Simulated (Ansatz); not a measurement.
MgF2 (rutile)

```
CELL_PARAMETERS angstrom
      9.39675     0.00000     0.00000
      0.00000     4.69838     0.00000
      0.00000     0.00000     3.09284
ATOMIC_POSITIONS crystal
  Mg 0.00000 0.00000 0.00000
  Mg 0.50000 0.00000 0.00000
  Mg 0.25000 0.50000 0.50000
  Mg 0.75000 0.50000 0.50000
  F  0.15179 0.30358 0.00000
  F  0.65179 0.30358 0.00000
  F  0.40179 0.19642 0.50000
  F  0.90179 0.19642 0.50000
  F  0.09821 0.80358 0.50000
  F  0.59821 0.80358 0.50000
  F  0.34821 0.69642 0.00000
  F  0.84821 0.69642 0.00000
```

The atoms are displaced by Q × the pattern below (from a DFPT mode at X = (0.5, 0.0, 0.0), largest move 1; Q in Å), at fixed cell. It is one choice among 2 degenerate patterns. (q is in reciprocal vectors of the primitive cell; the cell shown is doubled to hold the pattern.)

```json
[
 {"atom": "Mg1", "x": "-0.330", "y": "0.944", "z": "0.000"},
 {"atom": "Mg2", "x": "0.330", "y": "-0.944", "z": "0.000"},
 {"atom": "Mg3", "x": "0.067", "y": "0.190", "z": "0.000"},
 {"atom": "Mg4", "x": "-0.067", "y": "-0.190", "z": "0.000"},
 {"atom": "F5", "x": "0.815", "y": "-0.221", "z": "0.000"},
 {"atom": "F6", "x": "-0.815", "y": "0.221", "z": "0.000"},
 {"atom": "F7", "x": "0.387", "y": "-0.668", "z": "0.000"},
 {"atom": "F8", "x": "-0.387", "y": "0.668", "z": "0.000"},
 {"atom": "F9", "x": "-0.672", "y": "0.531", "z": "0.000"},
 {"atom": "F10", "x": "0.672", "y": "-0.531", "z": "0.000"},
 {"atom": "F11", "x": "-0.601", "y": "0.462", "z": "0.000"},
 {"atom": "F12", "x": "0.601", "y": "-0.462", "z": "0.000"}
]
```

The numbers are results of PBE (plane waves to 420 eV, PAW, scalar-relativistic; Ansatz, a first-principles code), not measurements. k mesh 4×7×11 (Γ-centred), Fermi-Dirac smearing 0.05 eV. MgF2 was relaxed with its symmetry unable to fall. 

| Q (Å) | −dE/dQ from forces (eV/Å) |
|---|---|
| -0.280 | 10.308 |
| -0.233 | 8.474 |
| -0.187 | 6.704 |
| -0.140 | 4.985 |
| -0.093 | 3.303 |
| -0.047 | 1.646 |
| 0.000 | 0.000 |
| 0.047 | -1.646 |
| 0.093 | -3.303 |
| 0.140 | -4.985 |
| 0.187 | -6.704 |
| 0.233 | -8.474 |
| 0.280 | -10.308 |

Question: What harmonic wavenumber does the curvature at Q = 0 give?

Answer: 253 cm⁻¹. E″ = 35.22 eV/Å², M = Σ mᵢ|uᵢ|² = 150.0 u, ν̃ = 521.5·√(|E″|/M).

(A displaced cell: forces are minus the slopes of the energy, force constants its curvatures, and phonons follow from these.)
